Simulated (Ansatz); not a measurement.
This script for Ansatz's Python interface starts 2 runs on NaI, space group I4_1/amd. What input does the engine get in each?

`soc_nai.py`
```python
"""Levels of NaI without and with spin-orbit coupling."""

import warnings

import ansatz

SETTINGS = {
    "cutoff": 320,
    "kspacing": 0.4,
    "occupations": "fixed",
}

warnings.simplefilter("ignore", ansatz.DeckWarning)

cell = (
    ansatz.Lattice.from_parameters(4.42903, 4.42903, 16.72754, alpha=90, beta=90, gamma=90)
    .space_group(141, hermann_mauguin="I41/amd", origin_choice=1)
    .atom("Na", (0.5, 0.0, 0.25))
    .atom("I", (0.0, 0.5, 0.25))
    .primitive()
)

base = (
    cell.calculation()
    .basis(SETTINGS["cutoff"], xc_grid=3)  # plane waves up to this kinetic energy
    .kpoints(spacing=SETTINGS["kspacing"])  # the mesh must be finer for metals
    .functional(ansatz.Functional.LDA)
    .occupations(SETTINGS["occupations"])  # whole-number filling, right only where there is a gap
    .scf(lower_state_search="light")
    .band_table()  # levels at the mesh points
)
for label, variant in (("scalar-relativistic", base), ("spin-orbit", base.spin(soc=True))):
    data = variant.run().report
    zero = data["band_edges_ev"][0] if data.get("band_edges_ev") else data["fermi_energy_ev"]
    near = [round(e - zero, 3) for e in data["eigenvalues_ev"][0] if abs(e - zero) < 2]
    print(label)
    print("  band edges (eV):", [round(e, 3) for e in data.get("band_edges_ev") or []] or "none reported")
    print("  levels at k =", data["kpoints_frac"][0], "within 2 eV of the zero:", near)
```

Run 1:
```yaml
crystal:
  lattice:
    a: 4.42903
    b: 4.42903
    c: 16.72754
    alpha: 90.0
    beta: 90.0
    gamma: 90.0
  space_group: 141
  setting:
    hermann_mauguin: I41/amd
    origin_choice: 1
  atoms:
    - { symbol: Na, position: [0.5, 0.0, 0.25] }
    - { symbol: I, position: [0.0, 0.5, 0.25] }
  reduce_to_primitive: true
basis:
  ecutwfc: 320.0
  xc_grid: 3
kpoints:
  mp_grid:
    kspacing: 0.4
hamiltonian:
  xc: lda
scf:
  lower_state_search: light
  occupations:
    method: fixed
output:
  eigenvalues: true
```

Run 2, against run 1:
```diff
+magnetization:
+  noncollinear: true
+  spin_orbit: true
```

Running `python soc_nai.py` prints:
```text
scalar-relativistic
  band edges (eV): [1.435, 4.23]
  levels at k = [0.0, 0.0, 0.0] within 2 eV of the zero: [-1.529, -0.356, -0.356, -0.334, -0.334, -0.041]
spin-orbit
  band edges (eV): [1.641, 4.23]
  levels at k = [0.0, 0.0, 0.0] within 2 eV of the zero: [-1.921, -1.921, -1.184, -1.184, -0.781, -0.781, -0.239, -0.239, -0.216, -0.216, -0.003, -0.003]
```

Notes:
- The settings weren't tested for convergence.
- The cutoff lies under the one recommended for these potentials.
- The structure comes from a database of computed cells and needn't be a stable or known phase.
- Gaps and levels are Kohn-Sham values on a finite set of k-points.
- With spin-orbit coupling each level holds one electron and, with inversion or at time-reversal points, comes in pairs; a window in energy can cut a split set.
- The script silences the warnings on its input, which a real study should read.
- Wall time of the script: 38 s on 1 thread of Arm Neoverse V1, with other jobs on the host, peak memory 0.73 GiB.
